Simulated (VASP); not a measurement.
# CdTe (F-43m) in VASP: further runs

Runs on CdTe. Level: PBE. Tasks: single point, relaxation of cell and atoms.

All numbers are computed with VASP 6.6.1; they aren't measurements. Logs are shortened: lines on timing, memory, paths and dates and some standing lists are left out, and cuts for length are marked.

**Experimental background.**

A printed reference work, data compilation reports, for a bulk crystal of CdTe at 0 K: band gap 1.607 eV.

The results are compared with them further down.

### Step 1. The cell of the first run

The structure is cubic, space group F-43m (No. 216). The conventional cell has a = 6.410 Å, b = 6.410 Å, c = 6.410 Å, α = 90.00°, β = 90.00°, γ = 90.00°. Te (site symmetry -43m) has 4 Cd at 2.78 Å within 3.7 Å. Within 3.7 Å of Cd (site symmetry -43m) lie 4 Te at 2.78 Å.

### Step 2. Single point, PBE

Contents of INCAR:

```
  ALGO = Normal
  EDIFF = 1E-6
  ENCUT = 520
  GGA = PE
  ISIF = 2
  ISMEAR = 0
  LASPH = T
  LCHARG = F
  LREAL = F
  LWAVE = F
  NBANDS = 16
  NELM = 100
  PREC = Accurate
  SIGMA = 0.019000000000000003
```

Contents of KPOINTS:

```
k-points
0
Gamma
  7 7 7
```

Contents of POSCAR:

```
CdTe
1.0
    0.0000000000      3.2050000000      3.2050000000
    3.2050000000      0.0000000000      3.2050000000
    3.2050000000      3.2050000000      0.0000000000
Te Cd
1 1
Direct
    0.7500000000      0.7500000000      0.7500000000
    0.0000000000      0.0000000000      0.0000000000
```

Potentials or basis: VASP PAW PBE potentials, release 64 (Te, Cd).

Launch:

```sh
$ cat potpaw_PBE.64/Te/POTCAR potpaw_PBE.64/Cd/POTCAR > POTCAR
$ mpirun -np 1 vasp_std > vasp.out
```

OUTCAR:

```text
EDIFF = 1E-6
   ENCUT = 520
   GGA = PE
   ISIF = 2
   ISMEAR = 0
   LASPH = T
   LREAL = F
   NELM = 100
   PREC = Accurate

 ion  position               nearest neighbor table
   1  0.750  0.750  0.750-   2 2.78   2 2.78   2 2.78   2 2.78
   2  0.000  0.000  0.000-   1 2.78   1 2.78   1 2.78   1 2.78

  LATTYP: Found a face centered cubic cell.
 ALAT       =     6.4100000000

  Lattice vectors:

 A1 = (   0.0000000000,   3.2050000000,   3.2050000000)
 A2 = (   3.2050000000,   0.0000000000,   3.2050000000)
 A3 = (   3.2050000000,   3.2050000000,   0.0000000000)

Analysis of symmetry for initial positions (statically):
=====================================================================
 Subroutine PRICEL returns:
 Original cell was already a primitive cell.

 Routine SETGRP: Setting up the symmetry group for a
 face centered cubic supercell.

 Subroutine GETGRP returns: Found 24 space group operations
 (whereof 24 operations were pure point group operations)
 out of a pool of 48 trial point group operations.

The static configuration has the point symmetry T_d .

Analysis of symmetry for dynamics (positions and initial velocities):
=====================================================================
 Subroutine PRICEL returns:
 Original cell was already a primitive cell.

 Routine SETGRP: Setting up the symmetry group for a
 face centered cubic supercell.

 Subroutine GETGRP returns: Found 24 space group operations
 (whereof 24 operations were pure point group operations)
 out of a pool of 48 trial point group operations.

The dynamic configuration has the point symmetry T_d .

 Subroutine INISYM returns: Found 24 space group operations
 (whereof 24 operations are pure point group operations),
 and found     1 'primitive' translations

----------------------------------------------------------------------------------------

                                     Primitive cell

  volume of cell :      65.8437

  direct lattice vectors                    reciprocal lattice vectors
     0.000000000  3.205000000  3.205000000    -0.156006240  0.156006240  0.156006240
     3.205000000  0.000000000  3.205000000     0.156006240 -0.156006240  0.156006240
     3.205000000  3.205000000  0.000000000     0.156006240  0.156006240 -0.156006240

  length of vectors
     4.532554467  4.532554467  4.532554467     0.270210734  0.270210734  0.270210734

  position of ions in fractional coordinates (direct lattice)
     0.750000000  0.750000000  0.750000000
     0.000000000  0.000000000  0.000000000

  ion indices of the primitive-cell ions
   primitive index   ion index
                 1           1
                 2           2

----------------------------------------------------------------------------------------

 KPOINTS: k-points

Automatic generation of k-mesh.
 Grid dimensions read from file:
 generate k-points for:    7    7    7

 Generating k-lattice:

  Cartesian coordinates                     Fractional coordinates (reciprocal lattice)
    -0.022286606  0.022286606  0.022286606     0.142857143  0.000000000  0.000000000
     0.022286606 -0.022286606  0.022286606     0.000000000  0.142857143  0.000000000
     0.022286606  0.022286606 -0.022286606     0.000000000  0.000000000  0.142857143

  Length of vectors
     0.038601533  0.038601533  0.038601533

  Shift w.r.t. Gamma in fractional coordinates (k-lattice)
     0.000000000  0.000000000  0.000000000

 Subroutine IBZKPT returns following result:
 ===========================================

 Found     20 irreducible k-points:

 Following reciprocal coordinates:
            Coordinates               Weight
  0.000000  0.000000  0.000000      1.000000
  0.142857  0.000000  0.000000      8.000000
  0.285714  0.000000  0.000000      8.000000
  0.428571  0.000000  0.000000      8.000000
  0.142857  0.142857  0.000000      6.000000
  0.285714  0.142857  0.000000     24.000000
[... 12 lines left out ...]
 -0.428571  0.428571  0.142857     24.000000
 -0.285714  0.428571  0.142857     24.000000
   k-points           NKPTS =     20   k-points in BZ     NKDIM =     20   number of bands    NBANDS=     16
   number of dos      NEDOS =    301   number of ions     NIONS =      2
   total plane-waves  NPLWV =  46656
   dimension x,y,z NGX =    36 NGY =   36 NGZ =   36
   dimension x,y,z NGXF=    72 NGYF=   72 NGZF=   72
   ions per type =               1   1
   NGX,Y,Z   is equivalent  to a cutoff of  13.20, 13.20, 13.20 a.u.
   NGXF,Y,Z  is equivalent  to a cutoff of  26.41, 26.41, 26.41 a.u.
 SYSTEM =  unknown system
   PREC   = accura    normal or accurate (medium, high low for compatibility)
   ISTART =      0    job   : 0-new  1-cont  2-samecut
   ICHARG =      2    charge: 1-file 2-atom 10-const
   ISPIN  =      1    spin polarized calculation?
   LNONCOLLINEAR =      F non collinear calculations
   LSORBIT =      F    spin-orbit coupling
   LASPH  =      T    aspherical Exc in radial PAW
   ENCUT  =  520.0 eV  38.22 Ry    6.18 a.u.   8.43  8.43  8.43*2*pi/ulx,y,z
   NELM   =    100;   NELMIN=  2; NELMDL= -5     # of ELM steps
   EDIFF  = 0.1E-05   stopping-criterion for ELM
   LREAL  =      F    real-space projection
   EDIFFG = 0.1E-04   stopping-criterion for IOM
   NSW    =      0    number of steps for IOM
   IBRION =     -1    ionic relax: 0-MD 1-quasi-New 2-CG
   NFREE  =      0    steps in history (QN), initial steepest desc. (CG)
   ISIF   =      2    stress and relaxation
   ISYM   =      2    0-nonsym 1-usesym 2-fastsym
   POTIM  = 0.5000    time-step for ionic-motion
   TEBEG  =    0.0;   TEEND  =   0.0 temperature during run
   PSTRESS=    0.0 pullay stress
   NELECT =      18.0000    total number of electrons
   NUPDOWN=      -1.0000    fix difference up-down
   EMIN   =  10.00;   EMAX   =-10.00  energy-range for DOS
   EFERMI =   0.00;   METHOD = LEGACY
   ISMEAR =     0;   SIGMA  =   0.02  broadening in eV -4-tet -1-fermi 0-gaus
   EFERMI_NEDOS =   21; number of points for ismear=-14 and -15
   IALGO  =     38    algorithm
   IMIX   =      4    mixing-type and parameters
     AMIX     =   0.40;   BMIX     =  1.00
     AMIX_MAG =   1.60;   BMIX_MAG =  1.00
  volume/ion in A,a.u.               =      32.92       222.17
  Fermi-wavevector in a.u.,A,eV,Ry     =   1.062497  2.007828 15.359610  1.128899
  Thomas-Fermi vector in A             =   2.197950
   LORBIT       =      0    0 simple, 1 ext, 2 COOP (PROOUT), +10 PAW based schemes
   GGA     = PE    functional components
   LHFCALC =     F    Hartree Fock is set to
   AEXX    =    0.0000 exact exchange contribution
   IVDW    =     0    specifies the selected vdW correction
   LEPSILON=     F    determine dielectric tensor
   LRPA    =     F    only Hartree local field effects (RPA)
 non-spin polarized calculation
 Gauss-broadening in eV      SIGMA  =   0.02
  energy-cutoff  :      520.00
  volume of cell :       65.84
 maximum number of plane-waves:      1807
 NGX is ok and might be reduce to    36
   NGX = 17   NGY = 17   NGZ = 17

 number of electron      17.9999995 magnetization

 Free energy of the ion-electron system (eV)
  ---------------------------------------------------
  ext. energy  EPLUGINS =         0.00000000
  ---------------------------------------------------
  free energy    TOTEN  =        -4.72525171 eV

  energy without entropy =       -4.72525171  energy(sigma->0) =       -4.72525171

 E-fermi :   2.7553     XC(G=0):  -8.7320

 val. band max:        2.6549401973   @ k =   0.0000   0.0000   0.0000
 cond. band min:       3.5280153605   @ k =   0.0000   0.0000   0.0000
 fundamental gap:      0.8730751632
 Fermi energy:         2.7552955765

 k-point     1 :       0.0000    0.0000    0.0000
  band No.  band energies     occupation
      1      -8.7136      2.00000
      2      -5.7519      2.00000
      3      -5.7519      2.00000
      4      -5.7519      2.00000
      5      -5.4661      2.00000
      6      -5.4661      2.00000
[... 8 lines left out ...]
     15      12.0697      0.00000
     16      12.0697      0.00000

 k-point     2 :       0.1429    0.0000    0.0000
  band No.  band energies     occupation
      1      -8.6328      2.00000
      2      -5.7364      2.00000
      3      -5.7364      2.00000
      4      -5.6896      2.00000
      5      -5.4673      2.00000
      6      -5.4673      2.00000
[... 8 lines left out ...]
     15      11.2369      0.00000
     16      11.2369      0.00000

 k-point     3 :       0.2857    0.0000    0.0000
  band No.  band energies     occupation
      1      -8.4503      2.00000
      2      -5.7050      2.00000
      3      -5.7050      2.00000
      4      -5.4729      2.00000
      5      -5.4655      2.00000
      6      -5.4655      2.00000
[... 8 lines left out ...]
     15      11.2604      0.00000
     16      11.2604      0.00000

 k-point     4 :       0.4286    0.0000    0.0000
  band No.  band energies     occupation
      1      -8.3064      2.00000
      2      -5.6850      2.00000
      3      -5.6850      2.00000
      4      -5.4579      2.00000
      5      -5.4579      2.00000
      6      -5.1539      2.00000
[... 8 lines left out ...]
     15      12.5167      0.00000
     16      12.5167      0.00000
[... 248 lines left out ...]
 k-point    18 :      -0.4286    0.2857    0.1429
  band No.  band energies     occupation
      1      -8.2219      2.00000
      2      -5.6492      2.00000
      3      -5.6360      2.00000
      4      -5.4945      2.00000
      5      -5.4586      2.00000
      6      -5.0091      2.00000
[... 8 lines left out ...]
     15      12.7141      0.00000
     16      13.6154      0.00000

 k-point    19 :      -0.4286    0.4286    0.1429
  band No.  band energies     occupation
      1      -8.1777      2.00000
      2      -5.6125      2.00000
      3      -5.6090      2.00000
      4      -5.5284      2.00000
      5      -5.4472      2.00000
      6      -4.9431      2.00000
[... 8 lines left out ...]
     15      13.5000      0.00000
     16      14.3068      0.00000

 k-point    20 :      -0.2857    0.4286    0.1429
  band No.  band energies     occupation
      1      -8.1675      2.00000
      2      -5.6267      2.00000
      3      -5.6105      2.00000
      4      -5.5011      2.00000
      5      -5.4631      2.00000
      6      -4.8684      2.00000
[... 8 lines left out ...]
     15      12.9031      0.00000
     16      14.8133      0.00000

------------------------ aborting loop because EDIFF is reached ----------------------------------------

  FORCE on cell =-STRESS in cart. coord.  units (eV):
  Direction    XX          YY          ZZ          XY          YZ          ZX
  --------------------------------------------------------------------------------------
  -------------------------------------------------------------------------------------
  Total        1.8078870      1.8078870      1.8078870      0.0000000     -0.0000000      0.0000000
  in kB       43.9913992     43.9913992     43.9913992      0.0000000     -0.0000000      0.0000000
  external PRESSURE =      43.9913992 kB  Pullay stress =       0.0000000 kB

 VOLUME and BASIS-vectors are now :
 -----------------------------------------------------------------------------
  energy-cutoff  :      520.00
  volume of cell :       65.84
      direct lattice vectors                 reciprocal lattice vectors
     0.000000000  3.205000000  3.205000000    -0.156006240  0.156006240  0.156006240
     3.205000000  0.000000000  3.205000000     0.156006240 -0.156006240  0.156006240
     3.205000000  3.205000000  0.000000000     0.156006240  0.156006240 -0.156006240

 POSITION                                       TOTAL-FORCE (eV/Angst)
 -----------------------------------------------------------------------------------
      4.80750      4.80750      4.80750        -0.000000     -0.000000     -0.000000
      0.00000      0.00000      0.00000         0.000000      0.000000      0.000000
 -----------------------------------------------------------------------------------
    total drift:                                0.000000      0.000000      0.000000

  FREE ENERGIE OF THE ION-ELECTRON SYSTEM (eV)
  ---------------------------------------------------
  free  energy   TOTEN  =        -4.7252517106 eV

  energy  without entropy=       -4.7252517106  energy(sigma->0) =       -4.72525171
```

Wall time 27 s (1 thread of Intel Xeon 8259CL, shared host); peak memory 0.21 GiB.

What came out:

```yaml
Free_energy: -4.7253 eV
Pressure: 4.4 GPa
Band_gap_on_the_k_mesh: 0.87 eV, direct
```

Caveat: spin-orbit coupling is left out, which moves the levels of the heavy elements.

[end of part 1 of 2]
